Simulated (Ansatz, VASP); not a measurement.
**One calculation of Ag, two programs**

```xyz
1
Lattice="-1.6457 1.6457 1.6457 1.6457 -1.6457 1.6457 1.6457 1.6457 -1.6457" Properties=species:S:1:pos:R:3 pbc="T T T"
Ag    0.0000    0.0000    0.0000
```

Alike in both runs: task relaxation of cell and atoms; functional PBE; k mesh 16 × 16 × 16; occupations fermi-dirac, width 0.05 eV; no spin polarisation.

|  | VASP | Ansatz |
| --- | --- | --- |
| version | VASP 6.6.1 | Ansatz 0.2.0 |
| potentials or method | VASP PAW PBE potentials, release 64 (Ag) | PAW with Ansatz's default frozen-core files, scalar-relativistic |
| plane-wave cutoff (eV) | 600 | 420 |
| valence electrons in the cell | 11 | 19 |

|  | VASP | Ansatz | Ansatz less VASP |
| --- | --- | --- | --- |
| relaxed volume (Å³/atom) | 18.00 | 18.03 | +0.032 |
| relaxed cell length with the largest relative difference (Å) | 2.859 | 2.861 | +0.0017 |

The two sets of potentials don't hold the same shells in valence.
